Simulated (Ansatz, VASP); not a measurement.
# Sb: VASP beside Ansatz

INCAR

```
PREC = Accurate ; ENCUT = 520
EDIFF = 1E-6 ; ISMEAR = -1
SIGMA = 0.05 ; LREAL = False
LASPH = True ; NELM = 80
ALGO = Normal ; ISIF = 2
LWAVE = False ; LCHARG = True
GGA = CA ; LELF = True
LVHAR = True ; NBANDS = 18
```

Contents of KPOINTS:

```
regular mesh
0
Gamma
  6 6 4
```

The input POSCAR:

```
Sb
1.0
    4.5872818327      0.0000000000      0.0000000000
    0.0000000000      4.4792790402      0.0000000000
   -1.3378962428      0.0000000000      6.4480990254
Sb
4
Direct
    0.3399300000      0.2500000000      0.6836700000
    0.9366380000      0.7500000000      0.7627580000
    0.0633620000      0.2500000000      0.2372420000
    0.6600700000      0.7500000000      0.3163300000
```

Contents of input.yaml:

```yaml
crystal:
  lattice:
    - [4.5872818327, 0.0, 0.0]
    - [0.0, 4.4792790402, 0.0]
    - [-1.3378962428, 0.0, 6.4480990254]
  atoms:
    - { symbol: Sb, position: [0.33993, 0.25, 0.68367] }
    - { symbol: Sb, position: [0.936638, 0.75, 0.762758] }
    - { symbol: Sb, position: [0.063362, 0.25, 0.237242] }
    - { symbol: Sb, position: [0.66007, 0.75, 0.31633] }
kpoints:
  mp_grid: { grid: [6, 6, 4] }
scf:
  occupations: { method: fermi_dirac, width: 0.05 }
hamiltonian:
  xc: lda
  pseudopotentials: { kind: all_electron, lapw: { basis_error: 0.002 } }
output:
  forces: true
  stress: true
  eigenvalues: true
```

Change from the starting cell: volume scaled by 1.04.

Alike in both runs: task single point; functional LDA; k mesh 6 × 6 × 4; occupations fermi-dirac, width 0.05 eV; no spin polarisation.

```csv
,VASP,Ansatz
version,VASP 6.6.1,Ansatz 0.2.0
potentials or method,"VASP PAW LDA potentials, release 64 (Sb)","all-electron LAPW, scalar-relativistic"
plane-wave cutoff (eV),520,see its input
```

|  | VASP | Ansatz | Ansatz less VASP |
| --- | --- | --- | --- |
| gap on the k mesh at the Fermi level (eV) | none | none | - |
| pressure (GPa) | -4.8 | -4.9 | -0.12 |
| largest component of the traceless stress (GPa) | 0.73 | 0.73 | +0.003 |
| rms of the force components (eV/Å) | 0.206 | 0.232 | +0.0257 |

Atom by atom the forces differ by 0.026 eV/Å (rms over components). A gap of «none» marks a metal or a gap that the smearing closes. Ansatz ran all-electron here, so the differences hold the error of VASP's frozen core and of both bases.

Spin-orbit coupling is left out, which matters for the levels of Sb.
